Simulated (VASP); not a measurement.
# Zn (Im-3m) in VASP: a series of runs, part 2 of 2

VASP 6.6.1. Earlier steps stand in the parts before.

**3. Single point, PBE**

The input, INCAR:

```
PREC = Accurate
ENCUT = 520
EDIFF = 1E-6
ISMEAR = 0
SIGMA = 0.15
LREAL = F
LASPH = T
NELM = 100
ALGO = Normal
ISIF = 2
LWAVE = F
LCHARG = F
GGA = PE
NBANDS = 12
```

The input, KPOINTS:

```
regular mesh
0
Gamma
  24 24 24
```

The input, POSCAR:

```
Zn
1.0
   -1.5690370000      1.5690370000      1.5690370000
    1.5690370000     -1.5690370000      1.5690370000
    1.5690370000      1.5690370000     -1.5690370000
Zn
1
Direct
    0.0000000000      0.0000000000      0.0000000000
```

Potentials or basis: VASP PAW PBE potentials, release 64 (Zn).

On the command line:

```bash
$ cat potpaw_PBE.64/Zn/POTCAR > POTCAR
$ mpirun -np 1 vasp_std > vasp.out
```

OUTCAR:

```text
PREC = Accurate
   ENCUT = 520
   EDIFF = 1E-6
   ISMEAR = 0
   LREAL = F
   LASPH = T
   NELM = 100
   ISIF = 2
   GGA = PE

 ion  position               nearest neighbor table
   1  0.000  0.000  0.000-

  LATTYP: Found a body centered cubic cell.
 ALAT       =     3.1380740000

  Lattice vectors:

 A1 = (  -1.5690370000,   1.5690370000,   1.5690370000)
 A2 = (   1.5690370000,  -1.5690370000,   1.5690370000)
 A3 = (   1.5690370000,   1.5690370000,  -1.5690370000)

Analysis of symmetry for initial positions (statically):
=====================================================================
 Subroutine PRICEL returns:
 Original cell was already a primitive cell.

 Routine SETGRP: Setting up the symmetry group for a
 body centered cubic supercell.

 Subroutine GETGRP returns: Found 48 space group operations
 (whereof 48 operations were pure point group operations)
 out of a pool of 48 trial point group operations.

The static configuration has the point symmetry O_h .

Analysis of symmetry for dynamics (positions and initial velocities):
=====================================================================
 Subroutine PRICEL returns:
 Original cell was already a primitive cell.

 Routine SETGRP: Setting up the symmetry group for a
 body centered cubic supercell.

 Subroutine GETGRP returns: Found 48 space group operations
 (whereof 48 operations were pure point group operations)
 out of a pool of 48 trial point group operations.

The dynamic configuration has the point symmetry O_h .

 Subroutine INISYM returns: Found 48 space group operations
 (whereof 48 operations are pure point group operations),
 and found     1 'primitive' translations

----------------------------------------------------------------------------------------

                                     Primitive cell

  volume of cell :      15.4511

  direct lattice vectors                    reciprocal lattice vectors
    -1.569037000  1.569037000  1.569037000     0.000000000  0.318666800  0.318666800
     1.569037000 -1.569037000  1.569037000     0.318666800  0.000000000  0.318666800
     1.569037000  1.569037000 -1.569037000     0.318666800  0.318666800  0.000000000

  length of vectors
     2.717651803  2.717651803  2.717651803     0.450662911  0.450662911  0.450662911

  position of ions in fractional coordinates (direct lattice)
     0.000000000  0.000000000  0.000000000

  ion indices of the primitive-cell ions
   primitive index   ion index
                 1           1

----------------------------------------------------------------------------------------

 KPOINTS: regular mesh

Automatic generation of k-mesh.
 Grid dimensions read from file:
 generate k-points for:   24   24   24

 Generating k-lattice:

  Cartesian coordinates                     Fractional coordinates (reciprocal lattice)
     0.000000000  0.013277783  0.013277783     0.041666667  0.000000000  0.000000000
     0.013277783  0.000000000  0.013277783     0.000000000  0.041666667  0.000000000
     0.013277783  0.013277783  0.000000000     0.000000000  0.000000000  0.041666667

  Length of vectors
     0.018777621  0.018777621  0.018777621

  Shift w.r.t. Gamma in fractional coordinates (k-lattice)
     0.000000000  0.000000000  0.000000000

 Subroutine IBZKPT returns following result:
 ===========================================

 Found    413 irreducible k-points:

 Following reciprocal coordinates:
            Coordinates               Weight
  0.000000  0.000000  0.000000      1.000000
  0.041667  0.000000  0.000000     12.000000
  0.083333  0.000000  0.000000     12.000000
  0.125000  0.000000  0.000000     12.000000
  0.166667  0.000000  0.000000     12.000000
  0.208333  0.000000  0.000000     12.000000
[... 16 lines left out ...]
  0.416667  0.041667  0.000000     48.000000
  0.458333  0.041667  0.000000     48.000000
 [... further k-points ...]
   k-points           NKPTS =    413   k-points in BZ     NKDIM =    413   number of bands    NBANDS=     12
   number of dos      NEDOS =    301   number of ions     NIONS =      1
   total plane-waves  NPLWV =   8000
   dimension x,y,z NGX =    20 NGY =   20 NGZ =   20
   dimension x,y,z NGXF=    40 NGYF=   40 NGZF=   40
   ions per type =               1
   NGX,Y,Z   is equivalent  to a cutoff of  12.23, 12.23, 12.23 a.u.
   NGXF,Y,Z  is equivalent  to a cutoff of  24.47, 24.47, 24.47 a.u.
 SYSTEM =  unknown system
   PREC   = accura    normal or accurate (medium, high low for compatibility)
   ISTART =      0    job   : 0-new  1-cont  2-samecut
   ICHARG =      2    charge: 1-file 2-atom 10-const
   ISPIN  =      1    spin polarized calculation?
   LNONCOLLINEAR =      F non collinear calculations
   LSORBIT =      F    spin-orbit coupling
   LASPH  =      T    aspherical Exc in radial PAW
   ENCUT  =  520.0 eV  38.22 Ry    6.18 a.u.   5.05  5.05  5.05*2*pi/ulx,y,z
   NELM   =    100;   NELMIN=  2; NELMDL= -5     # of ELM steps
   EDIFF  = 0.1E-05   stopping-criterion for ELM
   LREAL  =      F    real-space projection
   EDIFFG = 0.1E-04   stopping-criterion for IOM
   NSW    =      0    number of steps for IOM
   IBRION =     -1    ionic relax: 0-MD 1-quasi-New 2-CG
   NFREE  =      0    steps in history (QN), initial steepest desc. (CG)
   ISIF   =      2    stress and relaxation
   ISYM   =      2    0-nonsym 1-usesym 2-fastsym
   POTIM  = 0.5000    time-step for ionic-motion
   TEBEG  =    0.0;   TEEND  =   0.0 temperature during run
   PSTRESS=    0.0 pullay stress
   NELECT =      12.0000    total number of electrons
   NUPDOWN=      -1.0000    fix difference up-down
   EMIN   =  10.00;   EMAX   =-10.00  energy-range for DOS
   EFERMI =   0.00;   METHOD = LEGACY
   ISMEAR =     0;   SIGMA  =   0.15  broadening in eV -4-tet -1-fermi 0-gaus
   EFERMI_NEDOS =   21; number of points for ismear=-14 and -15
   IALGO  =     38    algorithm
   IMIX   =      4    mixing-type and parameters
     AMIX     =   0.40;   BMIX     =  1.00
     AMIX_MAG =   1.60;   BMIX_MAG =  1.00
  volume/ion in A,a.u.               =      15.45       104.27
  Fermi-wavevector in a.u.,A,eV,Ry     =   1.504811  2.843681 30.809811  2.264457
  Thomas-Fermi vector in A             =   2.615742
   LORBIT       =      0    0 simple, 1 ext, 2 COOP (PROOUT), +10 PAW based schemes
   GGA     = PE    functional components
   LHFCALC =     F    Hartree Fock is set to
   AEXX    =    0.0000 exact exchange contribution
   IVDW    =     0    specifies the selected vdW correction
   LEPSILON=     F    determine dielectric tensor
   LRPA    =     F    only Hartree local field effects (RPA)
 non-spin polarized calculation
 Gauss-broadening in eV      SIGMA  =   0.15
  energy-cutoff  :      520.00
  volume of cell :       15.45
 maximum number of plane-waves:       430
   NGX = 11   NGY = 11   NGZ = 11

 number of electron      12.0000023 magnetization

 Free energy of the ion-electron system (eV)
  ---------------------------------------------------
  ext. energy  EPLUGINS =         0.00000000
  ---------------------------------------------------
  free energy    TOTEN  =        -1.02461164 eV

  energy without entropy =       -1.02050256  energy(sigma->0) =       -1.02255710

 E-fermi :   3.0922     XC(G=0): -11.4838

 val. band max:        3.0824868321   @ k =  -0.4583  -0.4583   0.1667
 cond. band min:       3.0959816731   @ k =  -0.3333  -0.3750   0.0417
 fundamental gap:      0.0134948410
 Fermi energy:         3.0921799894

 k-point     1 :       0.0000    0.0000    0.0000
  band No.  band energies     occupation
      1      -7.2488      2.00000
      2      -4.6676      2.00000
      3      -4.6676      2.00000
      4      -4.6676      2.00000
      5      -4.1713      2.00000
      6      -4.1713      2.00000
      7      22.0501      0.00000
      8      22.0501      0.00000
      9      22.0501      0.00000
     10      23.7999      0.00000
     11      23.7999      0.00000
     12      23.7999      0.00000
[... 331 lines left out ...]
 k-point    24 :       0.4583    0.0417    0.0000
  band No.  band energies     occupation
      1      -5.2909      2.00000
      2      -4.9610      2.00000
      3      -4.1992      2.00000
      4      -4.1475      2.00000
      5      -3.8606      2.00000
      6       0.2820      2.00000
      7       2.3705      2.00000
      8      13.9524      0.00000
      9      15.3610      0.00000
     10      18.8577      0.00000
     11      20.2444      0.00000
     12      29.8930      0.00000

 [... further k-points ...]

------------------------ aborting loop because EDIFF is reached ----------------------------------------

  FORCE on cell =-STRESS in cart. coord.  units (eV):
  Direction    XX          YY          ZZ          XY          YZ          ZX
  --------------------------------------------------------------------------------------
  -------------------------------------------------------------------------------------
  Total       -0.0010876     -0.0010876     -0.0010876     -0.0000000      0.0000000     -0.0000000
  in kB       -0.1127747     -0.1127747     -0.1127747     -0.0000000      0.0000000     -0.0000000
  external PRESSURE =      -0.1127747 kB  Pullay stress =       0.0000000 kB

 VOLUME and BASIS-vectors are now :
 -----------------------------------------------------------------------------
  energy-cutoff  :      520.00
  volume of cell :       15.45
      direct lattice vectors                 reciprocal lattice vectors
    -1.569037000  1.569037000  1.569037000     0.000000000  0.318666800  0.318666800
     1.569037000 -1.569037000  1.569037000     0.318666800  0.000000000  0.318666800
     1.569037000  1.569037000 -1.569037000     0.318666800  0.318666800  0.000000000

 POSITION                                       TOTAL-FORCE (eV/Angst)
 -----------------------------------------------------------------------------------
      0.00000      0.00000      0.00000         0.000000      0.000000      0.000000
 -----------------------------------------------------------------------------------
    total drift:                                0.000000     -0.000000      0.000000

  FREE ENERGIE OF THE ION-ELECTRON SYSTEM (eV)
  ---------------------------------------------------
  free  energy   TOTEN  =        -1.0246116355 eV

  energy  without entropy=       -1.0205025564  energy(sigma->0) =       -1.02255710
```

stdout:

```text
POSCAR found type information on POSCAR Zn
 POSCAR found :  1 types and       1 ions
 scaLAPACK will be used
 LDA part: xc-table for (Slater+PW92), standard interpolation
 POSCAR, INCAR and KPOINTS ok, starting setup
 FFT: planning ... GRIDC
 FFT: planning ... GRID_SOFT
 FFT: planning ... GRID
 WAVECAR not read
 entering main loop
```

It took 33 s on 1 thread of Intel Xeon Platinum 8488C (Sapphire Rapids), shared host; peak memory 0.18 GiB.

What came out:

```
Free energy            : -1.0246 eV
Pressure               : 0.0 GPa
Band gap on the k mesh : none (metal or under the smearing width)
```
